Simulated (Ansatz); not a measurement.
# MnSb: energy less free atoms and pressure against volume per atom

Periodic Kohn-Sham DFT of a crystal at fixed atoms; pressure and stress are positive in compression; the energy is the free energy less that of spherical unpolarised free atoms; site moments are those in the method's own spheres, positive along +z. The results are calculated, by Ansatz 0.2.0.

Cell of the first row (space group Fm-3m, No. 225):
```
CELL_PARAMETERS angstrom
0.00000 2.74820 2.74820
2.74820 0.00000 2.74820
2.74820 2.74820 0.00000
ATOMIC_POSITIONS crystal
Mn 0.00000 0.00000 0.00000
Sb 0.50000 0.50000 0.50000
```

Settings of every row: method all-electron LAPW; functional PBE; relativity scalar; k mesh 11x11x11; filling fermi-dirac; smearing width 0.03 eV; basis error target 1 meV/atom; nucleus gaussian.

Atom:
| element | start moment (bohr magneton) |
| --- | --- |
| Mn | 4 |
| Sb | 0 |

Limits: no spin-orbit coupling on heavy atoms; the cell comes from a prototype or a list of computed structures and needn't be the stable phase; with one magnetic atom in the cell only parallel moments are possible.

| row | volume per atom (Å³) | energy less free atoms (eV/atom) | pressure (GPa) | cell moment (bohr magneton) |
| --- | --- | --- | --- | --- |
| 1 | 20.755 | -6.6054 | 2.9 | 3.736 |
| 2 | 21.188 | -6.6111 | 1.378 | 3.761 |
| 3 | 21.62 | ? | ? | ? |
| 4 | 22.053 | -6.6116 | -1.062 | 3.829 |
| 5 | 22.485 | -6.6074 | -2.079 | 3.867 |

Question: what energy less free atoms and pressure should row 3 give?

Worked fit of energy less free atoms. Take u = (V_r/V)^(2/3) − 1 with V_r = 21.62 Å³ an atom, which is twice the finite (Eulerian) strain; such expansions in the strain, on which the Birch-Murnaghan equation of state is built, carry the rest volume and the bulk modulus. The shown rows have u = 0.02759, 0.01355, -0.01313, -0.02581. Least squares give energy less free atoms = −6.613 + 0.0198 × u + 9.22 × u² eV/atom; a straight line predicts inner rows, each left out in turn, worse (root mean square 0.0038 against 0.00017 eV/atom). The rows lie off it by 0.0000, -0.0001, 0.0001, 0.0000. The withheld row has u = 0, so the fit gives −6.613 + 0.0198 × (0) + 9.22 × (0)² = -6.6130 eV/atom.

The calculation gave -6.613 eV/atom. The fit meets it to the printed digit.

Worked fit of pressure. Take u = (V_r/V)^(2/3) − 1 with V_r = 21.62 Å³ an atom, which is twice the finite (Eulerian) strain; such expansions in the strain, on which the Birch-Murnaghan equation of state is built, carry the rest volume and the bulk modulus. The shown rows have u = 0.02759, 0.01355, -0.01313, -0.02581. Least squares give pressure = 0.0748 + 92.346 × u + 355.9 × u² GPa; a straight line predicts inner rows, each left out in turn, worse (root mean square 0.15 against 0.035 GPa). The rows lie off it by 0.006, -0.013, 0.014, -0.007 (root mean square 0.011 GPa). The pressure vanishes at u = -0.0008, or V = 21.65 Å³ an atom, and there the bulk modulus at fixed shape and fractions is B = −V dP/dV = (2/3)(1 + u) dP/du = 61.1 GPa. The withheld row has u = 0, so the fit gives 0.0748 + 92.346 × (0) + 355.9 × (0)² = 0.075 GPa.

The calculation gave 0.058 GPa. The fit lies 0.017 GPa (29 % of the value, 0.34 % of the column's range) above it; its largest miss of a shown row is 0.014 GPa.

The other values of row 3: cell moment 3.789 bohr magneton.
